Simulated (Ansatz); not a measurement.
The cell below belongs to a search over invented structures; it isn't taken from experiment.

Input and command of a plane-wave DFT calculation in Ansatz:

```yaml
crystal:
  lattice:
    - [2.54102297, -4.10469566, 0.0]
    - [2.54102297, 4.10469566, 0.0]
    - [0.0, 0.0, 3.96755593]
  atoms:
    - { symbol: Mg, position: [0.0, 0.0, 0.0] }
    - { symbol: Zn, position: [0.34092323, 0.65907677, 0.0] }
    - { symbol: Zn, position: [0.65907677, 0.34092323, 0.0] }
    - { symbol: Zn, position: [0.5, 0.0, 0.5] }
    - { symbol: Zn, position: [0.0, 0.5, 0.5] }
    - { symbol: O, position: [0.5, 0.5, 0.5] }
basis:
  ecutwfc: 420
kpoints:
  mp_grid: { grid: [4, 4, 4] }
hamiltonian:
  xc: pbe
scf:
  occupations: { method: gaussian, width: 0.2 }
  lower_state_search: "off"
output:
  forces: true
  stress: true
  eigenvalues: true
relax:
  adjacent_minimum: "off"
  f_tol: 0.08
  max_steps: 16
  cell: { stress_tol: 0.8 }
```

```bash
ansatz run input.yaml --threads 1 --pin off --max-ram 2560MiB --backend cpu --events-out ev --progress --plain --runs-dir out
```

Processor: Intel(R) Xeon(R) Processor @ 2.50GHz (Skylake/Cascade Lake), 1 thread, on a host shared with other jobs.

**Question.** How long does it run, and how much memory does it take?

**Answer.** About 65 s, peak memory 0.41 GiB. It solves 39 bands at 21 k points (after reduction by symmetry) with about 1775 plane waves (on the last cell), in 37 SCF iterations over 5 ionic steps.
